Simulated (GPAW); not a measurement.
Pd:

```xyz
1
Lattice="-1.5723 1.5723 1.5723 1.5723 -1.5723 1.5723 1.5723 1.5723 -1.5723" Properties=species:S:1:pos:R:3 pbc="T T T"
Pd    0.0000    0.0000    0.0000
```

This isn't the form of Pd at room conditions, which is fcc.

Program: GPAW 26.7.0. Alike in all runs: no spin polarisation; cell as given; k mesh 12 × 12 × 12; cutoff (eV) 600.

Q: Order these runs on this cell by their pressure, lowest first.
A. level PBEsol+D4; potentials or basis PAW data sets generated in the run's folder for this functional, pw; smearing fermi-dirac 0.02 eV
B. level LDA; potentials or basis the program's PAW data sets (release 1.2.1) made for this functional, pw; smearing fermi-dirac 0.05 eV; band path GHNGPH,PN; band points 100
C. level PBEsol; potentials or basis PAW data sets generated in the run's folder for this functional, pw; smearing fermi-dirac 0.05 eV

A: B (-15.1 GPa), A (-12.3 GPa), C (-9.6 GPa).

Caveats: pairwise dispersion overbinds metals, which lowers pressure and volume (some runs).

Not every run made on this cell is shown here.
